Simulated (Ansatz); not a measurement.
## ZnAu: pressure and formation energy against volume per atom

All results are calculated (Ansatz 0.2.0). Plane-wave density functional theory, PAW datasets, Gaussian smearing 0.05 eV: one cell in which all forces lie under 0.002 eV/angstrom; stress (xx yy zz yz xz xy) and pressure positive in compression; site moments are of spin alone; formation energy from the elements run alike, uncorrected.

Cell of the first row (space group Pm-3m, No. 221):
```
cell vectors (Å)
   3.1363     0.0000     0.0000
   0.0000     3.1363     0.0000
   0.0000     0.0000     3.1363
atoms (fractions of the cell vectors)
Zn  0.50000  0.50000  0.50000
Au  0.00000  0.00000  0.00000
```

Settings of every row: paw set soft_2; functional PBE; spin treatment spin-orbit; moment partition gaussian weights; spin axis none; wave cutoff 420 eV; k mesh 10x10x10; SCF start atoms; lower state search light; symmetry use detected.

Atom first moment, atom hubbard u: 0 on all atoms.

Limits: only this magnetic order was tried.

```csv
row,volume per atom (Å³),pressure (GPa),formation energy (eV per atom),energy above relaxed cell (meV per atom)
1,15.425,5.53,-0.2022,10.61
2,15.747,2.59,-0.2102,2.54
3,16.068,0.00,-0.2128,0
4,16.103,-0.26,-0.2128,0.02
5,16.233,-1.20,-0.2122,0.62
6,16.39,?,?,?
7,16.711,-4.27,-0.2038,8.95
8,17.193,-6.81,-0.187,25.76
```

Question: what pressure and formation energy should row 6 give?

Worked fit of pressure. Take u = (V_r/V)^(2/3) − 1 with V_r = 16.103 Å³ an atom, which is twice the finite (Eulerian) strain; such expansions in the strain, on which the Birch-Murnaghan equation of state is built, carry the rest volume and the bulk modulus. The shown rows have u = 0.02909, 0.01502, 0.00145, 0, -0.00535, -0.0244, -0.04272. Least squares give pressure = −0.259 + 179.74 × u + 644.6 × u² + 626 × u³ GPa; a parabola predicts inner rows, each left out in turn, worse (root mean square 0.0083 against 0.0028 GPa). All shown rows lie on it to the printed digit. The pressure vanishes at u = 0.0014, or V = 16.07 Å³ an atom, and there the bulk modulus at fixed shape and fractions is B = −V dP/dV = (2/3)(1 + u) dP/du = 121 GPa. The withheld row has u = -0.01171, so the fit gives −0.259 + 179.74 × (-0.01171) + 644.6 × (-0.01171)² + 626 × (-0.01171)³ = -2.28 GPa.

The calculation gave -2.27 GPa. The fit lies 0.01 GPa (0.081 % of the column's range) below it, one unit of the last digit.

Worked fit of formation energy. Take u = (V_r/V)^(2/3) − 1 with V_r = 16.103 Å³ an atom, which is twice the finite (Eulerian) strain; such expansions in the strain, on which the Birch-Murnaghan equation of state is built, carry the rest volume and the bulk modulus. The shown rows have u = 0.02909, 0.01502, 0.00145, 0, -0.00535, -0.0244, -0.04272. Least squares give formation energy = −0.21273 − 0.0306 × u + 13.432 × u² eV per atom; a straight line predicts inner rows, each left out in turn, worse (root mean square 0.0058 against 0.00013 eV per atom). The rows lie off it by 0.0001, 0.0000, -0.0001, -0.0001, 0.0000, 0.0002, -0.0001. The withheld row has u = -0.01171, so the fit gives −0.21273 − 0.0306 × (-0.01171) + 13.432 × (-0.01171)² = -0.2105 eV per atom.

The calculation gave -0.2104 eV per atom. The fit lies 0.0001 eV per atom (0.39 % of the column's range) below it, one unit of the last digit.

The other values of row 6: energy above relaxed cell 2.34 meV per atom.
